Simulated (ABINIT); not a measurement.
A run of ABINIT 10.8.3 (patched build) is set up as follows.

Contents of run.abi:

```
# Pseudopotentials
pp_dirpath "./"
pseudos "Ti.upf"

# Structure
acell 2.8287941839 2.8287941839 2.8287941839 Angstrom
rprim
     0.0000000000     0.7071067812     0.7071067812
     0.7071067812     0.0000000000     0.7071067812
     0.7071067812     0.7071067812     0.0000000000
ntypat 1
znucl 22
natom 1
typat 1
xred
     0.0000000000     0.0000000000     0.0000000000
chkprim 0
chksymtnons 0
tolsym 1.0e-6

# Plane-wave basis
ecut 42.0

# k points
kptopt 1
ngkpt 8 8 8
nshiftk 1
shiftk 0.0 0.0 0.0

# Exchange and correlation
ixc 7

# Bands and occupations
nband 10
occopt 3
tsmear 0.00183747

# SCF cycle
nstep 100
tolvrs 1.0e-10

# Output
iomode 3
prtwf 0
prtden 0
prteig 0
prtebands 0
enunit 1
```

Potentials or basis: PseudoDojo NC SR LDA v0.4.1 standard.

The run is started by

```sh
$ mpirun --bind-to none -np 4 abinit run.abi > log 2>&1
```

Question: What does it give for the pressure?

Answer: 0.0 GPa.

Question: What does it give for the band gap on the k mesh?

Answer: None (metal or under the smearing width).
